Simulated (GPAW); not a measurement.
# BaTiO3 (Pm-3m) in GPAW: convergence with smearing function

Aim: find how far smearing function must go before the results for BaTiO3 settle, at PBE. This setting moves, with any that are tied to it; all else stays.

All numbers are computed with GPAW 26.7.0; they aren't measurements. Logs are shortened: lines on timing, memory, paths and dates and some standing lists are left out, and cuts for length are marked. The log counts tension as positive stress, the text compression.

**1. The structure**

The structure is cubic, space group Pm-3m (No. 221). Conventional cell: a = 4.006 Å, b = 4.006 Å, c = 4.006 Å, α = 90.00°, β = 90.00°, γ = 90.00°. Ba (site symmetry m-3m) has 12 O at 2.83 Å as nearest neighbours. Ti (site symmetry m-3m) has 6 O at 2.00 Å as nearest neighbours. O (site symmetry 4/mmm) is surrounded by 2 Ti at 2.00 Å.

**2. With smearing function fermi-dirac**

run.py reads:

```python
from ase import Atoms
from ase.dft.bandgap import bandgap
from ase.io import write
from ase.units import GPa
from gpaw import GPAW, PW

atoms = Atoms(['Ba', 'Ti', 'O', 'O', 'O'],
              cell=[[4.006, 0.0, 0.0],
                    [0.0, 4.006, 0.0],
                    [0.0, 0.0, 4.006]],
              scaled_positions=[[0.5, 0.5, 0.5],
                                [0.0, 0.0, 0.0],
                                [0.0, 0.0, 0.5],
                                [0.0, 0.5, 0.0],
                                [0.5, 0.0, 0.0]],
              pbc=True)

calc = GPAW(mode=PW(800),
            xc='PBE',
            kpts={'size': (5, 5, 5), 'gamma': True},
            occupations={'name': 'fermi-dirac', 'width': 0.1},
            nbands=36,
            convergence={'density': 1e-05, 'energy': 1e-05},
            maxiter=100,
            txt='gpaw.txt')
atoms.calc = calc
energy = atoms.get_potential_energy()
forces = atoms.get_forces()
stress = atoms.get_stress()
calc.write('gs.gpw')
write('result.traj', atoms)
print(f'Energy: {energy:.6f} eV')
print('Forces (eV/A):')
print(forces.round(4))
print('Stress (GPa):', (stress / GPa).round(3))
print('Fermi level:', round(calc.get_fermi_level(), 4), 'eV')
print(f'Gap: {bandgap(calc)[0]:.4f} eV, direct: {bandgap(calc, direct=True)[0]:.4f} eV')
```

Potentials or basis: GPAW PAW data sets (gpaw-data 1.2.1), pw.

Command:

```sh
OMP_NUM_THREADS=1 python run.py
```

It took 21 s on 1 thread of Intel Xeon Platinum 8488C (Sapphire Rapids), shared host; peak memory 0.2 GiB.

The run converged. Its results:

| Property | Result |
| --- | --- |
| Free energy | -39.5075 eV |
| Pressure | 3.0 GPa |
| Band gap on the k mesh | 1.89 eV, indirect (least direct gap 1.91 eV) |

**3. With smearing function gaussian**

run.py, as its differences from that of step 2:

```diff
@@ -20,3 +20,3 @@
             kpts={'size': (5, 5, 5), 'gamma': True},
-            occupations={'name': 'fermi-dirac', 'width': 0.1},
+            occupations={'name': 'methfessel-paxton', 'order': 0, 'width': 0.1},
             nbands=36,
```

Potentials or basis: GPAW PAW data sets (gpaw-data 1.2.1), pw.

Command:

```sh
OMP_NUM_THREADS=1 python run.py
```

Run time: 20 s. Hardware: 1 thread of Intel Xeon Platinum 8488C (Sapphire Rapids), shared host; peak memory 0.2 GiB.

Results (log left out):

```yaml
Free_energy: -39.5075 eV
Pressure: 3.0 GPa
Band_gap_on_the_k_mesh: 1.89 eV, indirect (least direct gap 1.91 eV)
```

**4. With smearing function marzari-vanderbilt**

run.py, as its differences from that of step 3:

```diff
@@ -20,3 +20,3 @@
             kpts={'size': (5, 5, 5), 'gamma': True},
-            occupations={'name': 'methfessel-paxton', 'order': 0, 'width': 0.1},
+            occupations={'name': 'marzari-vanderbilt', 'width': 0.1},
             nbands=36,
```

Command:

```sh
OMP_NUM_THREADS=1 python run.py
```

It took 20 s on 1 thread of Intel Xeon Platinum 8488C (Sapphire Rapids), shared host; peak memory 0.2 GiB.

It converged, with:

```
Free energy            : -39.5075 eV
Pressure               : 3.0 GPa
Band gap on the k mesh : 1.89 eV, indirect (least direct gap 1.91 eV)
```

**5. With smearing function methfessel-paxton**

run.py, as its differences from that of step 4:

```diff
@@ -20,3 +20,3 @@
             kpts={'size': (5, 5, 5), 'gamma': True},
-            occupations={'name': 'marzari-vanderbilt', 'width': 0.1},
+            occupations={'name': 'methfessel-paxton', 'width': 0.1, 'order': 1},
             nbands=36,
```

Command:

```sh
OMP_NUM_THREADS=1 python run.py
```

Wall time 20 s (1 thread of Intel Xeon Platinum 8488C (Sapphire Rapids), shared host); peak memory 0.2 GiB.

The run converged. Its results:

```yaml
Free_energy: -39.5075 eV
Pressure: 3.0 GPa
Band_gap_on_the_k_mesh: 1.89 eV, indirect (least direct gap 1.91 eV)
```

**6. With smearing function tetrahedron-method**

run.py, as its differences from that of step 5:

```diff
@@ -20,3 +20,3 @@
             kpts={'size': (5, 5, 5), 'gamma': True},
-            occupations={'name': 'methfessel-paxton', 'width': 0.1, 'order': 1},
+            occupations={'name': 'tetrahedron-method'},
             nbands=36,
```

Potentials or basis: GPAW PAW data sets (gpaw-data 1.2.1), pw.

Command:

```sh
OMP_NUM_THREADS=1 python run.py
```

Run time: 20 s. Hardware: 1 thread of Intel Xeon Platinum 8488C (Sapphire Rapids), shared host; peak memory 0.2 GiB.

Results (log left out):

| Item | Value |
| --- | --- |
| Free energy | -39.5075 eV |
| Pressure | 3.0 GPa |
| Band gap on the k mesh | 1.89 eV, indirect (least direct gap 1.91 eV) |

**7. With smearing function improved-tetrahedron-method**

run.py, as its differences from that of step 6:

```diff
@@ -20,3 +20,3 @@
             kpts={'size': (5, 5, 5), 'gamma': True},
-            occupations={'name': 'tetrahedron-method'},
+            occupations={'name': 'improved-tetrahedron-method'},
             nbands=36,
```

Command:

```sh
OMP_NUM_THREADS=1 python run.py
```

Wall time 20 s (1 thread of Intel Xeon Platinum 8488C (Sapphire Rapids), shared host); peak memory 0.2 GiB.

Results (log left out):

- Free energy: -39.5075 eV
- Pressure: 3.0 GPa
- Band gap on the k mesh: 1.89 eV, indirect (least direct gap 1.91 eV)

**8. With smearing function fixed**

run.py, as its differences from that of step 7:

```diff
@@ -20,3 +20,3 @@
             kpts={'size': (5, 5, 5), 'gamma': True},
-            occupations={'name': 'improved-tetrahedron-method'},
+            occupations={'width': 0.0},
             nbands=36,
```

Potentials or basis: GPAW PAW data sets (gpaw-data 1.2.1), pw.

Command:

```sh
OMP_NUM_THREADS=1 python run.py
```

gpaw.txt:

```text
__  _  _
 | _ |_)|_||  |
 |__||  | ||/\| - 26.7.0

Input parameters:
  mode=PW(ecut=800.0),
  convergence={'density': 1e-05, 'energy': 1e-05},
  kpts=MonkhorstPack(size=(5, 5, 5), gamma=True),
  maxiter=100,
  nbands=36,
  occupations=Occupations(width=0.0),
  xc=XC(name='PBE')

Diagonalizing LCAO Hamiltonian
Converting LCAO to pw mode
   .---------.
  /|         |
 * |         |
 | |   Ba    |
 O |         |
 | .---------.
 |/         /
 Ti---O----*

Atoms  # Å, Bohr magnetons
|   | symbol |        x |        y |        z |    initial magnetic moments |
|---|--------|----------|----------|----------|-----------------------------|
| 0 |     Ba | 2.003000 | 2.003000 | 2.003000 | ( 0.0000,  0.0000,  0.0000) |
| 1 |     Ti | 0.000000 | 0.000000 | 0.000000 | ( 0.0000,  0.0000,  0.0000) |
| 2 |      O | 0.000000 | 0.000000 | 2.003000 | ( 0.0000,  0.0000,  0.0000) |
| 3 |      O | 0.000000 | 2.003000 | 0.000000 | ( 0.0000,  0.0000,  0.0000) |
| 4 |      O | 2.003000 | 0.000000 | 0.000000 | ( 0.0000,  0.0000,  0.0000) |

Unit cell  # Å
| periodic |        x |        y |        z |  lengths |    angles |
|----------|----------|----------|----------|----------|-----------|
|      yes | 4.006000 | 0.000000 | 0.000000 | 4.006000 | 90.000000 |
|      yes | 0.000000 | 4.006000 | 0.000000 | 4.006000 | 90.000000 |
|      yes | 0.000000 | 0.000000 | 4.006000 | 4.006000 | 90.000000 |

Number of symmetries: 48
Symmetry operations  # r_c * U_cc + t_c -> r_c
|    | kind |            matrix            |
|----|------|------------------------------|
|  0 |  E   |  1, 0, 0,  0, 1, 0,  0, 0, 1 |
|  1 |  σ   |  1, 0, 0,  0, 1, 0,  0, 0,-1 |
|  2 |  σ   |  1, 0, 0,  0, 0, 1,  0, 1, 0 |
|  3 |  C4  |  1, 0, 0,  0, 0, 1,  0,-1, 0 |
|  4 |  C4  |  1, 0, 0,  0, 0,-1,  0, 1, 0 |
|  5 |  σ   |  1, 0, 0,  0, 0,-1,  0,-1, 0 |
|  6 |  σ   |  1, 0, 0,  0,-1, 0,  0, 0, 1 |
|  7 |  C2  |  1, 0, 0,  0,-1, 0,  0, 0,-1 |
|  8 |  σ   |  0, 1, 0,  1, 0, 0,  0, 0, 1 |
|  9 |  C2  |  0, 1, 0,  1, 0, 0,  0, 0,-1 |
| 10 |  C3  |  0, 1, 0,  0, 0, 1,  1, 0, 0 |
| 11 |  S6  |  0, 1, 0,  0, 0, 1, -1, 0, 0 |
| 12 |  S6  |  0, 1, 0,  0, 0,-1,  1, 0, 0 |
| 13 |  C3  |  0, 1, 0,  0, 0,-1, -1, 0, 0 |
| 14 |  C4  |  0, 1, 0, -1, 0, 0,  0, 0, 1 |
| 15 |  S4  |  0, 1, 0, -1, 0, 0,  0, 0,-1 |
| 16 |  C3  |  0, 0, 1,  1, 0, 0,  0, 1, 0 |
| 17 |  S6  |  0, 0, 1,  1, 0, 0,  0,-1, 0 |
| 18 |  σ   |  0, 0, 1,  0, 1, 0,  1, 0, 0 |
| 19 |  C4  |  0, 0, 1,  0, 1, 0, -1, 0, 0 |
| 20 |  C2  |  0, 0, 1,  0,-1, 0,  1, 0, 0 |
| 21 |  S4  |  0, 0, 1,  0,-1, 0, -1, 0, 0 |
| 22 |  S6  |  0, 0, 1, -1, 0, 0,  0, 1, 0 |
| 23 |  C3  |  0, 0, 1, -1, 0, 0,  0,-1, 0 |
| 24 |  S6  |  0, 0,-1,  1, 0, 0,  0, 1, 0 |
| 25 |  C3  |  0, 0,-1,  1, 0, 0,  0,-1, 0 |
| 26 |  C4  |  0, 0,-1,  0, 1, 0,  1, 0, 0 |
| 27 |  σ   |  0, 0,-1,  0, 1, 0, -1, 0, 0 |
| 28 |  S4  |  0, 0,-1,  0,-1, 0,  1, 0, 0 |
| 29 |  C2  |  0, 0,-1,  0,-1, 0, -1, 0, 0 |
| 30 |  C3  |  0, 0,-1, -1, 0, 0,  0, 1, 0 |
| 31 |  S6  |  0, 0,-1, -1, 0, 0,  0,-1, 0 |
| 32 |  C4  |  0,-1, 0,  1, 0, 0,  0, 0, 1 |
| 33 |  S4  |  0,-1, 0,  1, 0, 0,  0, 0,-1 |
| 34 |  S6  |  0,-1, 0,  0, 0, 1,  1, 0, 0 |
| 35 |  C3  |  0,-1, 0,  0, 0, 1, -1, 0, 0 |
| 36 |  C3  |  0,-1, 0,  0, 0,-1,  1, 0, 0 |
| 37 |  S6  |  0,-1, 0,  0, 0,-1, -1, 0, 0 |
| 38 |  σ   |  0,-1, 0, -1, 0, 0,  0, 0, 1 |
| 39 |  C2  |  0,-1, 0, -1, 0, 0,  0, 0,-1 |
| 40 |  σ   | -1, 0, 0,  0, 1, 0,  0, 0, 1 |
| 41 |  C2  | -1, 0, 0,  0, 1, 0,  0, 0,-1 |
| 42 |  C2  | -1, 0, 0,  0, 0, 1,  0, 1, 0 |
| 43 |  S4  | -1, 0, 0,  0, 0, 1,  0,-1, 0 |
| 44 |  S4  | -1, 0, 0,  0, 0,-1,  0, 1, 0 |
| 45 |  C2  | -1, 0, 0,  0, 0,-1,  0,-1, 0 |
| 46 |  C2  | -1, 0, 0,  0,-1, 0,  0, 0, 1 |
[... 86 lines left out ...]
    | kind |    occ | energy [eV] | rcut [Å] |
    |------|--------|-------------|----------|
    |   3s |  2.000 |     -62.623 |    1.270 |
    |   4s |  2.000 |      -4.466 |    1.270 |
    |   3p |  6.000 |     -38.862 |    1.058 |
    |   4p |  0.000 |      -1.466 |    1.058 |
    |   3d |  2.000 |      -4.258 |    1.058 |
    |    d |        |      22.953 |    1.058 |

    Using partial waves for Ti as LCAO basis

  O:
    name:    Oxygen
    Z:       8.0
    valence: 6
    core:    2
    charge:  0.0  # [|e|]
    compensation charges:
      type: gauss
      rc: 0.21  # [Å]
      lmax: 2
    cutoffs:
      filter: 1.17  # [Å]
      core: 0.83  # [Å]
    projectors
    | kind |    occ | energy [eV] | rcut [Å] |
    |------|--------|-------------|----------|
    |   2s |  2.000 |     -23.961 |    0.688 |
    |   2p |  4.000 |      -9.029 |    0.598 |
    |    s |        |       3.251 |    0.688 |
    |    p |        |      18.182 |    0.598 |
    |    d |        |       0.000 |    0.619 |

    Using partial waves for O as LCAO basis

Reference energy: -250624.413696  # eV

eigensolver:
  PPCG
  Converge bands: occupied
  niter=2

density mixing:
  MSR1-Mixer
  Pratt-step length: 0.05
  Maximum mixing coefficient: 0.75
  Old densities: 10
  SVD Regularization: 0.005
  Good broyden scale: 1.0
  Trust region scale: 1.0
  Backstep threshold: 4.0
  History deletion threshold: 6.0
  Fourier metric: weight=20.0, sigma=0.015

occupation numbers:
  # Zero width

poisson solver:
  ecut: 6400.0  # eV

xc functional:
[... 9 lines left out ...]
|iter     | |      energy | eigst |  dens |
|---------|-|-------------|-------|-------|
|iter:   1| |  -44.892717 | +0.24 |       |
|iter:   2| |  -43.154156 | -1.46 | -0.87 |
|iter:   3| |  -39.736001 | -0.88 | -0.94 |
|iter:   4| |  -39.534499 | -2.13 | -1.45 |
|iter:   5| |  -39.500765 | -2.82 | -1.62 |
|iter:   6| |  -39.507237 | -3.45 | -1.95 |
|iter:   7| |  -39.507471 | -4.90 | -2.80 |
|iter:   8| |  -39.507496c| -5.71 | -3.32 |
|iter:   9| |  -39.507498c| -7.30 | -3.95 |
|iter:  10| |  -39.507498c| -7.84c| -4.97 |
|iter:  11| |  -39.507498c| -8.40c| -5.36c|

Converged in 11 steps
Energy contributions relative to reference atoms: (reference = -250624.413696)

Energy contributions:
  Kinetic:          44.731538
  Coulomb:         -47.427448
  Zero:              0.825708
  External:          0.000000
  Xc:              -37.637296
  Entropy:           0.000000
  Spinorbit:         0.000000
  ----------------------------
  Free energy:     -39.507498
  Extrapolated:    -39.507498

dipole moment: (-35.395907, -35.395907, -35.395907)  # |e|*Ang

Fermi level: 8.472
Eigenvalues  # (at kpt = [0.000, 0.000, 0.000])
| band index |      eig [eV] | occ [0-2] |
|------------|---------------|-----------|
|          0 |       -48.950 |     2.000 |
|        ... |               |           |
|         12 |         5.347 |     2.000 |
|         13 |         5.347 |     2.000 |
|         14 |         6.547 |     2.000 |
|         15 |         6.547 |     2.000 |
|         16 |         6.547 |     2.000 |
|         17 |         7.503 |     2.000 |
[... 8 lines left out ...]
|         26 |        12.727 |     0.000 |
|         27 |        15.037 |     0.000 |
|        ... |               |           |
|         35 |        27.870 |     0.000 |

Gap: 1.892 eV
Transition (v -> c):
  (s=0, k=9, n=19, [0.40, 0.40, 0.40]) -> (s=0, k=0, n=20, [0.00, 0.00, 0.00])
Direct/indirect transitions are different
Direct gap: 1.914 eV
Transition at: (s=0, k=0, n=19, [0.00, 0.00, 0.00])

Forces  # eV/Ang
|        x |        y |        z |
|----------|----------|----------|
|  0.00000 |  0.00000 |  0.00000 |  # Ba   0
|  0.00000 | -0.00000 | -0.00000 |  # Ti   1
| -0.00000 | -0.00000 |  0.00000 |  # O    2
|  0.00000 |  0.00000 | -0.00000 |  # O    3
| -0.00000 |  0.00000 |  0.00000 |  # O    4

Stress tensor  # eV/Ang^3
|         x |         y |         z |
|-----------|-----------|-----------|
| -0.018561 | -0.000000 |  0.000000 |
| -0.000000 | -0.018561 |  0.000000 |
|  0.000000 |  0.000000 | -0.018561 |

# Writing to gs.gpw (mode='')
```

Wall time 20 s (1 thread of Intel Xeon Platinum 8488C (Sapphire Rapids), shared host); peak memory 0.2 GiB.

Results:

```
Free energy            : -39.5075 eV
Pressure               : 3.0 GPa
Band gap on the k mesh : 1.89 eV, indirect (least direct gap 1.91 eV)
```

**9. The series at a glance**

| smearing function | energy less the tightest run, at zero smearing (meV/atom) | SCF cycles | CPU time (s) | peak memory (GiB) |
| --- | --- | --- | --- | --- |
| fermi-dirac | 0.00 | 11 | 21 | 0.2 |
| gaussian | 0.00 | 11 | 20 | 0.2 |
| marzari-vanderbilt | 0.00 | 11 | 20 | 0.2 |
| methfessel-paxton | 0.00 | 11 | 20 | 0.2 |
| tetrahedron-method | 0.00 | 11 | 20 | 0.2 |
| improved-tetrahedron-method | 0.00 | 11 | 20 | 0.2 |
| fixed | 0.00 | 11 | 20 | 0.2 |

Against the tightest run, the energy stays within 1 meV/atom from fermi-dirac on. The tightest run that finished is the yardstick and may itself not be fully converged.

Caveats: spin-orbit coupling is left out, which moves the levels of the heavy elements; an odd mesh through Γ misses points on the zone boundary, where band edges often lie.
